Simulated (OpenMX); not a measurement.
Fe under changes of volume

One of the cells (12.019 Å³/atom); the others are scaled copies at fixed shape and fractional positions:

```
Fe
1.0
    -1.44300    1.44300    1.44300
     1.44300   -1.44300    1.44300
     1.44300    1.44300   -1.44300
Fe
1
Direct
  0.00000 0.00000 0.00000
```

- Program: OpenMX 3.8.5
- Functional: PBE
- Potentials or basis: OpenMX 2013 PBE set, Fe6.0H-s3p2d2, fixed grid of 27 × 27 × 27 points
- k mesh: 13 × 13 × 13
- Occupations: fermi-dirac, width 0.05 eV
- Spin: collinear spin, ferromagnetic start
- Starting moments: [3.0] μB

| volume (Å³/atom) | energy over the lowest point (meV/atom) | moment (μB per cell) |
| --- | --- | --- |
| 11.298 | ? | ? |
| 11.538 | 0.00 | 2.21 |
| 11.778 | 4.34 | 2.28 |
| 12.019 | 12.81 | 2.34 |
| 12.259 | 25.72 | 2.42 |
| 12.499 | 40.39 | 2.53 |
| 12.740 | 56.56 | 2.59 |

Q: What does the run at 11.298 Å³/atom give?

A: Energy over the lowest point 0.88 meV/atom; moment 2.16 μB per cell.

Worked out: A Birch-Murnaghan fit of order 3 (a polynomial in V^(-2/3)) to the other rows has its minimum at 11.50 Å³/atom, just outside them, with B0 = V·E''(V) = 218 GPa (rough, since the energies scatter). It gives 2.54 meV/atom at 11.298 Å³/atom, against the run's 0.88. A parabola through the other rows of the moment, of slope 0.247 μB per Å³/atom there, extrapolates to 2.15 μB, against the run's 2.16.

Energies are extrapolated to zero smearing.

Caveats: the basis of atomic orbitals isn't converged, which shifts pressures, moduli and gaps.
